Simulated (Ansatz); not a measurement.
# PbF2, space group Fm-3m: cell relaxations under several functionals

Computed with the Ansatz DFT code, driven from Python.

Notebook, run cell by cell (the value of a cell's last expression is shown):

```python
import ansatz
from ase import Atoms
import numpy as np
```

```python
KMESH = (5, 5, 5)
SMEARING = "fixed"
MAX_ITERATIONS = 50
FMAX = 0.03
```

```python
def edges_and_angles(cell):
    cell = np.asarray(cell)
    a, b, c = np.linalg.norm(cell, axis=1)
    cosines = cell[1] @ cell[2] / (b * c), cell[0] @ cell[2] / (a * c), cell[0] @ cell[1] / (a * b)
    return (a, b, c, *np.degrees(np.arccos(cosines)))
```

```python
atoms = Atoms(
    ["Pb", "F", "F"],
    scaled_positions=[
        (0.0, 0.0, 0.0),
        (0.25, 0.25, 0.25),
        (0.75, 0.75, 0.75),
    ],
    cell=[
        (0.0, 2.96366, 2.96366),
        (2.96366, 0.0, 2.96366),
        (2.96366, 2.96366, 0.0),
    ],
    pbc=True,
)
pbf2 = ansatz.Crystal.from_ase(atoms)
```

```python
calc = pbf2.calculation()
calc = calc.kpoints(*KMESH)
calc = calc.occupations(SMEARING)
calc = calc.basis(17 * ansatz.Ha)
calc = calc.scf(max_iterations=MAX_ITERATIONS)
calc = calc.relax(cell=True, force_tolerance=FMAX, max_steps=30)
```

```python
levels = [("pbesol", "none"), ("lda", "none"), ("pbe", "none")]
print("level            a       b       c    alpha   beta  gamma  V/atom  steps")
for name, dispersion in levels:
    seen = []
    run = calc.functional(name, dispersion=dispersion).session().plan()
    done = run.execute(on_event=lambda e: seen.append(e) if e["event"] == "relax_step" else None)
    cell = done.lattice.cell_ang
    label = name if dispersion == "none" else f"{name}+{dispersion}"
    print("{:13s} {:7.4f} {:7.4f} {:7.4f} {:6.2f} {:6.2f} {:6.2f}".format(label, *edges_and_angles(cell)), f"{abs(np.linalg.det(cell)) / len(done.lattice.sites):7.3f} {len(seen):5d}")
```

    level            a       b       c    alpha   beta  gamma  V/atom  steps
    pbesol         4.1718  4.1718  4.1718  60.00  60.00  60.00  17.113     4
    lda            4.1095  4.1095  4.1095  60.00  60.00  60.00  16.359     7
    pbe            4.2424  4.2424  4.2424  60.00  60.00  60.00  17.997     5

From smallest to largest: LDA (16.36 Å³ an atom, -5.7 % against the start), PBEsol (17.11 Å³ an atom, -1.4 % against the start) and PBE (18.00 Å³ an atom, +3.7 % against the start). The spread is 10.0 % in volume.

What to keep in mind:
- Forces vanish by symmetry, so the ions can't move, and the end may be a saddle.
- Edges and angles are those of the cell as typed, here a primitive one, not of the conventional cell.
- Of the deposited cell: the entry's cell lengths or inner coordinates differ somewhat from later room-temperature determinations.
- Spin-orbit coupling, which matters for elements this heavy, is left out.
- The starting cell is as deposited in a crystallographic database; the results hold for this polymorph, which needn't be the stable one.
- Timing: 11 s on 1 thread of Intel(R) Xeon(R) Platinum 8488C (Sapphire Rapids), with other jobs on the host, peak memory 0.42 GiB.

(Lines on the test bed's own set-up are left out of the output.)
